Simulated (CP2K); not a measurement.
Runs of CP2K 2026.2 on Cu. The structure is cubic, space group Fm-3m (No. 225). Conventional cell: a = 3.615 Å, b = 3.615 Å, c = 3.615 Å, α = 90.00°, β = 90.00°, γ = 90.00°. Cu (site symmetry m-3m) has 12 Cu at 2.56 Å as nearest neighbours. 

```tsv
potentials or basis	basis sets	potentials	ADDED_MOS	gap on the mesh (eV)	pressure (GPa)
GTH_POTENTIALS Cu GTH-PBE-q11; SZV-MOLOPT-SR-GTH basis	Cu SZV-MOLOPT-SR-GTH-q11	Cu GTH-PBE-q11 of GTH_POTENTIALS	[3]	none	10.2
POTENTIAL_UZH Cu GTH-PBE-q11; ccGRB-D basis	Cu ccGRB-D-q11	Cu GTH-PBE-q11 of POTENTIAL_UZH	[11]	none	9.4
POTENTIAL_UZH Cu GTH-PBE-q11; TZVP-MOLOPT-PBE-GTH basis	Cu TZVP-MOLOPT-PBE-GTH-q11	Cu GTH-PBE-q11 of POTENTIAL_UZH	[11]	none	3.3
GTH_POTENTIALS Cu GTH-PBE-q11; DZVP-MOLOPT-SR-GTH basis	Cu DZVP-MOLOPT-SR-GTH-q11	Cu GTH-PBE-q11 of GTH_POTENTIALS	[11]	none	(a)
POTENTIAL_UZH Cu GTH-PBE-q11; DZVP-MOLOPT-PBE-GTH basis	Cu DZVP-MOLOPT-PBE-GTH-q11	Cu GTH-PBE-q11 of POTENTIAL_UZH	[11]	none	3.3
GTH_POTENTIALS Cu GTH-PBE-q11; TZVP-MOLOPT-SR-GTH basis	Cu TZVP-MOLOPT-SR-GTH-q11	Cu GTH-PBE-q11 of GTH_POTENTIALS	[11]	none	4.4
```

Alike in all rows: task band structure; level PBE; no spin polarisation; cell as given; k mesh 13 × 13 × 13; smearing fermi-dirac 0.05 eV.

Q: Estimate the missing entries.

A: (a) 4.5.

Caveats: the basis of atomic orbitals isn't converged, which shifts pressures, moduli and gaps; a minimal basis gives rough bond lengths, pressures and levels (some runs).

A gap of «none» marks a metal or a gap under the smearing width.
